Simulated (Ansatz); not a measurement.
## SnS$_{2}$: phonons across the zone

These are results of DFT PBE, scalar-relativistic, plane waves, PAW (Ansatz 0.2.0), not measurements. Settings: 420 eV plane-wave cutoff, Γ-centred 12×12×4 mesh, fixed occupations. No spin polarisation. Phonons by linear response, acoustic sum rule imposed.

Relaxed structure:
```
CELL_PARAMETERS angstrom
3.70234 0.00000 0.00000
-1.85117 3.20632 0.00000
0.00000 0.00000 6.98148
ATOMIC_POSITIONS crystal
Sn 0.00000 0.00000 0.00000
S 0.66667 0.33333 0.21173
S 0.33333 0.66667 0.78827
```

It was relaxed at this level from a measured cell (COD). Spin–orbit coupling is left out, which matters for heavy elements. The q mesh is coarse, so values between its points are rough. No dispersion correction is applied, so modes and constants that involve weak contacts between layers, chains or molecules come out too soft.

Force constants from linear response on a 2×2×1 q mesh.

**Question.** Is the structure dynamically stable on the q mesh?

**Answer.** Yes, on this mesh: no mode is imaginary.

**Question.** Give the frequencies (cm⁻¹) at the zone-boundary points of high symmetry (interpolated where a point lies off the q mesh).

**Answer.**
```
point                  q                         frequencies
    M  0.500 0.000 0.000   70 93 163 173 228 241 268 288 295
    K  0.333 0.333 0.000  28 144 144 220 220 235 255 283 283
    A  0.000 0.000 0.500    ≈0 ≈0 ≈0 188 188 194 194 295 343
    L  0.500 0.000 0.500   70 93 163 173 228 240 268 287 295
    H  0.333 0.333 0.500  30 145 145 220 220 235 254 284 284
```
